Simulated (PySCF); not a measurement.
# HgTe (I-4m2) in PySCF: density of states with PBEsol

Aim: the density of states of HgTe with PBEsol.

Everything below comes from runs of PySCF 2.14.0. Logs are shortened: lines on timing, memory, paths and dates and some standing lists are left out, and cuts for length are marked.

## 1. The crystal as given

It takes space group I-4m2 (No. 119, tetragonal). The conventional cell has a = 6.091 Å, b = 6.091 Å, c = 3.119 Å, α = 90.00°, β = 90.00°, γ = 90.00°. Hg (site symmetry -4m2) is surrounded by 2 Hg at 3.12 Å and 4 Te at 3.14 Å. Te (site symmetry -4m2) is surrounded by 2 Te at 3.12 Å and 4 Hg at 3.14 Å.

Measurements of this composition are mostly on another form, of space group No. 216.

## 2. Density of states, PBEsol

The input, run.py:

```python
import json
import numpy as np
from pyscf.pbc import gto, scf, dft, df

cell = gto.Cell()
cell.basis = {'Hg': 'DZVP-MOLOPT-SR-GTH-q12', 'Te': 'DZVP-MOLOPT-SR-GTH-q6'}
cell.pseudo = {'Hg': 'GTH-PBE-q12', 'Te': 'GTH-PBE-q6'}
cell.fromfile('HgTe.cif')
cell.ke_cutoff = 90  # hartree
cell.exp_to_discard = 0.02
cell.precision = 1e-08
cell.space_group_symmetry = True
cell.symmorphic = False
cell.max_memory = 5880  # MB
cell.verbose = 4
cell.build()

res = {}
kpts = cell.make_kpts([10, 10, 10], space_group_symmetry=True, time_reversal_symmetry=True)
cell.space_group_symmetry = False  # the mesh holds the operations; no search on the supercells of the integral code
mf = dft.KRKS(cell, kpts, xc='pbesol')
mf = mf.multigrid_numint()
mf = mf.smearing(sigma=0.00183747, method='fermi')  # hartree
mf.conv_tol = 1e-07
mf.max_cycle = 60

mf.kernel()
res.update(converged=bool(mf.converged), e_tot=mf.e_tot, nelec=cell.nelectron, nao=cell.nao, mesh=list(map(int, cell.mesh)), a=cell.lattice_vectors().tolist(), coords=cell.atom_coords().tolist(),
           mo_energy=[np.real(x).tolist() for x in mf.mo_energy], mo_occ=[np.real(x).tolist() for x in mf.mo_occ])
res.update(e_free=mf.e_free, e_zero=mf.e_zero)
res.update(kpts=kpts.kpts_scaled_ibz.tolist(), weights=kpts.weights_ibz.tolist())
res['parts'] = {k: float(np.real(v)) for k, v in mf.scf_summary.items() if np.isscalar(v)}
json.dump(res, open('results.json', 'w'))
if not mf.converged:
    raise SystemExit('SCF not converged')

print('levels (eV)')
for i, kp in enumerate(res['kpts'][:40]):
    print('k %7.4f %7.4f %7.4f  ' % tuple(kp), ' '.join('%.3f' % (x * 27.211386) for x in res['mo_energy'][i][:14]))

mf = mf.to_khf()  # unfold to the whole mesh
kpts = mf.kpts
# Mulliken populations
dm, s = np.asarray(mf.make_rdm1()), np.asarray(mf.get_ovlp())
sites = cell.aoslice_by_atom()[:, 2:]
tot = np.einsum('kij,kji->i', dm, s).real / len(kpts)
res['mulliken'] = [cell.atom_charge(i) - tot[a0:a1].sum() for i, (a0, a1) in enumerate(sites)]
print('Mulliken charges', np.round(res['mulliken'], 5))

# density of states, Gaussians of 0.15 eV
e = np.asarray(mf.mo_energy).real.reshape(1, -1) * 27.211386
ef = mf.get_fermi()
ef = np.max(ef) * 27.211386
x = np.arange(-15, 10.01, 0.1) + round(ef, 1)
dos = np.exp(-((x[:, None, None] - e) / 0.15) ** 2 / 2).sum(-1).T / (0.15 * np.sqrt(2 * np.pi) * len(kpts)) * 2
res.update(dos_e=x.tolist(), dos=dos.tolist())
for a, b in zip(x[::5], dos.T[::5]):
    print('%8.2f' % a, ' '.join('%9.4f' % y for y in b))

# density on a uniform mesh
grids = dft.gen_grid.UniformGrids(cell)
grids.mesh = [25, 25, 25]
grids.build()
ni = dft.numint.KNumInt()
rho = [ni.get_rho(cell, x, grids, kpts) for x in [dm]]
np.save('rho.npy', np.reshape(rho, (-1, *grids.mesh)))
res['done'] = True
json.dump(res, open('results.json', 'w'))
```

The input, HgTe.cif:

```cif
data_HgTe
_cell_length_a 4.58073737
_cell_length_b 4.58073737
_cell_length_c 4.58073737
_cell_angle_alpha 96.65502129
_cell_angle_beta 96.65502129
_cell_angle_gamma 140.19412896
_space_group_name_H-M_alt 'P1'
_space_group_name_Hall 'P 1'
_space_group_IT_number 1
loop_
_space_group_symop_operation_xyz
'x,y,z'
loop_
_atom_site_label
_atom_site_type_symbol
_atom_site_symmetry_multiplicity
_atom_site_Wyckoff_symbol
_atom_site_fract_x
_atom_site_fract_y
_atom_site_fract_z
_atom_site_occupancy
Hg1 Hg 1 a 0.7500000000 0.2500000000 0.5000000000 1
Te1 Te 1 a 0.0000000000 0.0000000000 0.0000000000 1
```

Potentials or basis: DZVP-MOLOPT-SR/GTH-PBE (potentials made for PBE).

Run with:

```console
OMP_NUM_THREADS=4 python -u run.py > log
```

What it wrote:

```text
Discarded 0 diffused primitive functions, 0 contracted functions
time reversal: True
k-points in IBZ                         weights
  0:  0.000000,  0.000000,  0.000000    1/1000
  1:  0.500000,  0.000000,  0.500000    4/1000
  2:  0.500000,  0.500000,  0.000000    2/1000
  3:  0.500000,  0.500000,  0.500000    1/1000
  4:  0.600000,  0.000000,  0.400000    8/1000
  5:  0.600000,  0.400000,  0.000000    4/1000
[... 94 lines left out ...]
100:  0.900000,  0.900000,  0.800000    8/1000
101:  0.900000,  0.900000,  0.900000    8/1000

******** <class 'pyscf.pbc.scf.smearing.SmearingKsymAdaptedKRKS'> ********
method = SmearingKsymAdaptedKRKS
initial guess = minao
damping factor = 0
level_shift factor = 0
DIIS = <class 'pyscf.scf.diis.CDIIS'>
diis_start_cycle = 1
diis_space = 8
diis_damp = 0
SCF conv_tol = 1e-07
SCF conv_tol_grad = None
SCF max_cycles = 60
direct_scf = True
direct_scf_tol = 1e-13

******** PBC SCF flags ********
N kpts (BZ) = 1000
N kpts (IBZ) = 102
Exchange divergence treatment (exxdiv) = ewald
    madelung (= occupied orbital energy shift) = 0.037470607082677285
    Total energy shift due to Ewald probe charge = -1/2 * Nelec*madelung = -0.337235463744
DF object = <pyscf.pbc.df.fft.FFTDF object>
XC functionals = pbesol
small_rho_cutoff = 0
Uniform grid, mesh = [39 39 39]
Set gradient conv threshold to 0.000316228
nelec by numeric integration = 18.000000000000043
init E= -49.2282952259023
    sigma = 0.00183747  Optimized mu = 0.314460248066  entropy = 0.208860771489
nelec by numeric integration = 17.99999999997052
    Total E(T) = -49.1881057017476  Free energy = -49.1884894771494  E0 = -49.1882975894485
cycle= 1 E= -49.1881057017476  delta_E= 0.0402  |g|= 1.19  |ddm|= 24.3
    sigma = 0.00183747  Optimized mu = 0.2956926977  entropy = 0.242682857904
nelec by numeric integration = 17.999999999972744
    Total E(T) = -49.1866229389263  Free energy = -49.1870688613972  E0 = -49.1868459001617
cycle= 2 E= -49.1866229389263  delta_E= 0.00148  |g|= 1.42  |ddm|= 13.8
    sigma = 0.00183747  Optimized mu = 0.296375479937  entropy = 0.167789481305
nelec by numeric integration = 17.9999999999759
    Total E(T) = -49.1970260287089  Free energy = -49.1973343368472  E0 = -49.197180182778
cycle= 3 E= -49.1970260287089  delta_E= -0.0104  |g|= 0.608  |ddm|= 9.15
    sigma = 0.00183747  Optimized mu = 0.299193995795  entropy = 0.200031742229
nelec by numeric integration = 17.999999999973724
    Total E(T) = -49.1989892770094  Free energy = -49.1993568293348  E0 = -49.1991730531721
cycle= 4 E= -49.1989892770094  delta_E= -0.00196  |g|= 0.0179  |ddm|= 3.94
    sigma = 0.00183747  Optimized mu = 0.299185901998  entropy = 0.198255053023
nelec by numeric integration = 17.999999999973745
    Total E(T) = -49.1989941669065  Free energy = -49.1993584546188  E0 = -49.1991763107627
cycle= 5 E= -49.1989941669065  delta_E= -4.89e-06  |g|= 0.00293  |ddm|= 0.111
    sigma = 0.00183747  Optimized mu = 0.299187318985  entropy = 0.19851393803
nelec by numeric integration = 17.99999999997375
    Total E(T) = -49.1989937372758  Free energy = -49.1993585006815  E0 = -49.1991761189786
cycle= 6 E= -49.1989937372758  delta_E= 4.3e-07  |g|= 5.38e-05  |ddm|= 0.0161
    sigma = 0.00183747  Optimized mu = 0.299186780789  entropy = 0.198514430277
nelec by numeric integration = 17.999999999973745
    Total E(T) = -49.198993736389  Free energy = -49.1993585006992  E0 = -49.1991761185442
cycle= 7 E= -49.198993736389  delta_E= 8.87e-10  |g|= 4.07e-06  |ddm|= 0.000233
    sigma = 0.00183747  Optimized mu = 0.299186736075  entropy = 0.198513923735
nelec by numeric integration = 17.999999999973745
    Total E(T) = -49.1989937373197  Free energy = -49.1993585006992  E0 = -49.1991761190095
Extra cycle  E= -49.1989937373197  delta_E= -9.31e-10  |g|= 6.87e-06  |ddm|= 4.49e-05
converged SCF energy = -49.1989937373197
levels (eV)
k  0.0000  0.0000  0.0000   -4.255 0.785 1.475 1.551 2.010 2.010 4.659 5.732 5.732 11.768 12.718 15.411 15.411 17.906
k  0.5000  0.0000  0.5000   -1.757 1.197 1.328 1.592 1.773 1.998 3.628 6.245 7.089 7.938 11.409 11.932 14.190 16.776
k  0.5000  0.5000  0.0000   -3.717 0.696 1.135 1.236 2.031 2.062 2.093 7.319 9.736 10.037 11.025 11.651 17.348 19.526
k  0.5000  0.5000  0.5000   -3.621 0.739 1.783 2.040 2.040 2.058 3.706 3.786 3.786 11.418 15.998 16.505 16.505 21.008
k  0.6000  0.0000  0.4000   -2.146 1.262 1.367 1.545 1.746 2.056 4.063 5.665 6.909 8.695 11.608 12.360 13.906 16.302
k  0.6000  0.4000  0.0000   -3.780 0.720 1.224 1.262 2.014 2.058 2.177 7.108 9.030 10.830 11.261 11.784 17.157 17.852
[... 32 lines left out ...]
k  0.8000  0.5000  0.4000   -2.569 1.382 1.424 1.674 1.788 1.965 4.015 5.367 5.842 7.047 12.928 14.740 15.415 19.011
k  0.8000  0.5000  0.5000   -2.600 1.394 1.408 1.697 1.780 1.861 3.945 5.642 5.642 7.740 12.736 14.239 15.213 19.144
Mulliken charges [-0.33849  0.33849]

WARN: Occupied band above Fermi level:
k=182, mo_e=[-0.144766  0.033846  0.05196   0.055676  0.071063  0.071545  0.127388
  0.201192  0.299012  0.379327  0.455189  0.490885  0.601667  0.683366
  0.724566  0.735122  0.745946  0.816564  0.905348  1.07689   1.083978
  1.087619  1.185843  1.337334  1.348312  1.383076  1.457781  1.502368
  1.518651  1.542806  1.777926  1.785058  1.984777  2.269507  2.392471
  3.01915   4.454176  5.132856], mo_occ=[2.       2.       2.       2.       2.       2.       2.       2.
 1.047468 0.       0.       0.       0.       0.       0.       0.
 0.       0.       0.       0.       0.       0.       0.       0.
 0.       0.       0.       0.       0.       0.       0.       0.
 0.       0.       0.       0.       0.       0.      ]

WARN: Occupied band above Fermi level:
k=189, mo_e=[-0.144766  0.033846  0.05196   0.055676  0.071063  0.071545  0.127388
  0.201192  0.299012  0.379327  0.455189  0.490885  0.601667  0.683366
  0.724566  0.735122  0.745946  0.816564  0.905348  1.07689   1.083978
  1.087619  1.185843  1.337334  1.348312  1.383076  1.457781  1.502368
  1.518651  1.542806  1.777926  1.785058  1.984777  2.269507  2.392471
  3.01915   4.454176  5.132856], mo_occ=[2.       2.       2.       2.       2.       2.       2.       2.
 1.047468 0.       0.       0.       0.       0.       0.       0.
 0.       0.       0.       0.       0.       0.       0.       0.
 0.       0.       0.       0.       0.       0.       0.       0.
 0.       0.       0.       0.       0.       0.      ]

WARN: Occupied band above Fermi level:
k=291, mo_e=[-0.144766  0.033846  0.05196   0.055676  0.071063  0.071545  0.127388
  0.201192  0.299012  0.379327  0.455189  0.490885  0.601667  0.683366
  0.724566  0.735122  0.745946  0.816564  0.905348  1.07689   1.083978
  1.087619  1.185843  1.337334  1.348312  1.383076  1.457781  1.502368
  1.518651  1.542806  1.777926  1.785058  1.984777  2.269507  2.392471
  3.01915   4.454176  5.132856], mo_occ=[2.       2.       2.       2.       2.       2.       2.       2.
 1.047468 0.       0.       0.       0.       0.       0.       0.
 0.       0.       0.       0.       0.       0.       0.       0.
 0.       0.       0.       0.       0.       0.       0.       0.
 0.       0.       0.       0.       0.       0.      ]

WARN: Occupied band above Fermi level:
k=298, mo_e=[-0.144766  0.033846  0.05196   0.055676  0.071063  0.071545  0.127388
  0.201192  0.299012  0.379327  0.455189  0.490885  0.601667  0.683366
  0.724566  0.735122  0.745946  0.816564  0.905348  1.07689   1.083978
  1.087619  1.185843  1.337334  1.348312  1.383076  1.457781  1.502368
  1.518651  1.542806  1.777926  1.785058  1.984777  2.269507  2.392471
  3.01915   4.454176  5.132856], mo_occ=[2.       2.       2.       2.       2.       2.       2.       2.
 1.047468 0.       0.       0.       0.       0.       0.       0.
 0.       0.       0.       0.       0.       0.       0.       0.
 0.       0.       0.       0.       0.       0.       0.       0.
 0.       0.       0.       0.       0.       0.      ]
[... 98 lines left out ...]
   17.60    1.0682
   18.10    1.3647
```

Wall time 19 min (4 threads of AMD EPYC (Zen 3), shared host); peak memory 5.5 GiB.

Results:

- Free energy: -1338.7827 eV
- Band gap on the k mesh: none (metal or under the smearing width)
- Mulliken charges: Hg -0.34; Te +0.34 e

Levels at points of the mesh, in eV from the Fermi level:
```
           k point  band 5  band 6  band 7  band 8  band 9  band 10  band 11  band 12  band 13  band 14
(0.00, 0.00, 0.00)   -6.13   -6.13   -3.48   -2.41   -2.41     3.63     4.58     7.27     7.27     9.76
(0.50, 0.00, 0.50)   -6.37   -6.14   -4.51   -1.90   -1.05    -0.20     3.27     3.79     6.05     8.64
(0.50, 0.50, 0.00)   -6.11   -6.08   -6.05   -0.82    1.59     1.90     2.88     3.51     9.21    11.38
(0.50, 0.50, 0.50)   -6.10   -6.08   -4.44   -4.36   -4.36     3.28     7.86     8.36     8.36    12.87
```

States per cell in windows of 1 eV (zero at the Fermi level; states under -8 eV left out):
| from (eV) | total |
| --- | --- |
| -8.0 | 1.04 |
| -7.0 | 8.62 |
| -6.0 | 1.06 |
| -5.0 | 1.01 |
| -4.0 | 0.73 |
| -3.0 | 1.22 |
| -2.0 | 1.29 |
| -1.0 | 1.03 |
| 0.0 | 0.94 |
| 1.0 | 0.66 |
| 2.0 | 0.78 |
| 3.0 | 0.85 |
| 4.0 | 1.27 |
| 5.0 | 1.39 |
| 6.0 | 0.97 |
| 7.0 | 0.81 |

Caveat: Mulliken charges move with the basis; the basis of atomic orbitals isn't converged, which shifts pressures, moduli and gaps. The run has no spin-orbit coupling, so splittings on Hg, Te are missing.
